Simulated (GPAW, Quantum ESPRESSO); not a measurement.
Given: the input of a run of Quantum ESPRESSO 7.5 on TiNi. Atoms were shifted at random by some hundredths of an Å from the given cell, which wasn't relaxed again for these runs. The cell comes from a database or a generator and needn't be the stable form of this composition.

pw.in

```
&CONTROL
  calculation = 'scf'
  prefix = 'pwscf'
  outdir = './tmp'
  pseudo_dir = './pseudo'
  tprnfor = .true.
  tstress = .true.
  disk_io = 'nowf'
/
&SYSTEM
  ibrav = 0
  nat = 2
  ntyp = 2
  ecutwfc = 45
  ecutrho = 360
  nbnd = 25
  occupations = 'smearing'
  smearing = 'fd'
  degauss = 0.00367493
  nspin = 2
  starting_magnetization(1) = 0.0556
  starting_magnetization(2) = 0.0833
/
&ELECTRONS
  conv_thr = 4d-10
  electron_maxstep = 120
  mixing_beta = 0.3
/
ATOMIC_SPECIES
Ni    58.6934 ni_pbesol_v1.4.uspp.F.UPF
Ti    47.8670 ti_pbesol_v1.4.uspp.F.UPF
CELL_PARAMETERS angstrom
   2.7358030000    0.0000000000    0.0000000000
   0.0000000000    2.7358030000    0.0000000000
   0.0000000000    0.0000000000    3.5814100000
ATOMIC_POSITIONS crystal
Ni     0.0054160000    0.0051500000    0.0006780000
Ti     0.5087070000    0.4887320000    0.4842280000
K_POINTS automatic
10 10 8 0 0 0
```

Potentials or basis: GBRV 1.5 PBEsol.

Run with:

```console
$ OMP_NUM_THREADS=1 mpirun -n 2 pw.x -nk 2 -in pw.in > pw.out
```

**Question.** Set up the same calculation for GPAW 26.7.0 (ASE script). Potentials or basis there: PAW data sets generated for this functional, cutoff 600 eV.

**Answer.** As run (cutoffs and basis follow the program's own potentials, and thresholds, step limits or extra output files can differ):

File run.py:

```python
from ase import Atoms
from ase.dft.bandgap import bandgap
from ase.io import write
from ase.units import GPa
from gpaw import GPAW, PW, setup_paths

setup_paths.insert(0, '.')

atoms = Atoms(['Ni', 'Ti'],
              cell=[[2.735803, 0.0, 0.0],
                    [0.0, 2.735803, 0.0],
                    [0.0, 0.0, 3.58141]],
              scaled_positions=[[0.005416, 0.00515, 0.000678],
                                [0.508707, 0.488732, 0.484228]],
              pbc=True)
atoms.set_initial_magnetic_moments([1.0, 1.0])

calc = GPAW(mode=PW(600),
            xc='PBEsol',
            kpts={'size': (10, 10, 8), 'gamma': True},
            occupations={'name': 'fermi-dirac', 'width': 0.05},
            nbands=27,
            convergence={'density': 1e-05, 'energy': 1e-05},
            maxiter=150,
            txt='gpaw.txt')
atoms.calc = calc
energy = atoms.get_potential_energy()
forces = atoms.get_forces()
stress = atoms.get_stress()
calc.write('gs.gpw')
write('result.traj', atoms)
print(f'Energy: {energy:.6f} eV')
print('Forces (eV/A):')
print(forces.round(4))
print('Stress (GPa):', (stress / GPa).round(3))
print('Moments:', calc.get_magnetic_moments().round(3))
print('Fermi level:', round(calc.get_fermi_level(), 4), 'eV')
print(f'Gap: {bandgap(calc)[0]:.4f} eV, direct: {bandgap(calc, direct=True)[0]:.4f} eV')
```

Potentials or basis: PAW data sets generated in the run's folder for this functional, pw.

The run is started by

```console
$ gpaw-setup -f PBEsol Ni Ti
$ OMP_NUM_THREADS=1 python run.py
```

Both were run:

|  | Quantum ESPRESSO | GPAW |
| --- | --- | --- |
| Pressure | -6.0 GPa | -5.6 GPa |
| Largest force | 0.294 eV/Å | 0.312 eV/Å |
| Net moment | 0.00 μB per cell | 0.00 μB per cell |
| Energy over the undisturbed cell | 5.4 meV/atom | 5.7 meV/atom |

The potentials hold 30 and 28 valence electrons a cell.

The magnetic state is the one that the start led to; the real crystal's order can differ.

Pressure is positive in compression.
